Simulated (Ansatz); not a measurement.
**Computed properties of Ag**

```
Ag
1.0
     2.93000    0.00000    0.00000
    -1.46500    2.53745    0.00000
     0.00000    0.00000    4.79000
Ag
2
Direct
  0.33333 0.66667 0.25000
  0.66667 0.33333 0.75000
```

Atom numbers follow the list: Ag1, Ag2.

The conventional cell has a = 2.930 Å, b = 2.930 Å, c = 4.790 Å, α = 90.00°, β = 90.00°, γ = 120.00°. Ag (atom 1) has 12 Ag at 2.93 Å as nearest neighbours.

The cell is COD entry 1509145, as deposited and not checked against the literature; nothing was relaxed.

Computed with DFT, PBE, all-electron LAPW, scalar-relativistic (Ansatz 0.2.0).

Sampling and basis: a Γ-centred 14×14×8 k mesh, Fermi–Dirac smearing of 0.05 eV, basis error target 0.25 meV/atom, no spin polarisation.

```json
{
  "Pressure at this cell": "4.7 kbar",
  "Band gap": "none: bands cross the Fermi level, a metal",
  "Stress xx, yy, zz (compression positive)": "0.61, 0.61, 0.20 GPa",
  "Density of states at the Fermi level (0.2 eV bin)": "0.64 states/eV per cell",
  "Volume per atom": "17.81 Å³"
}
```
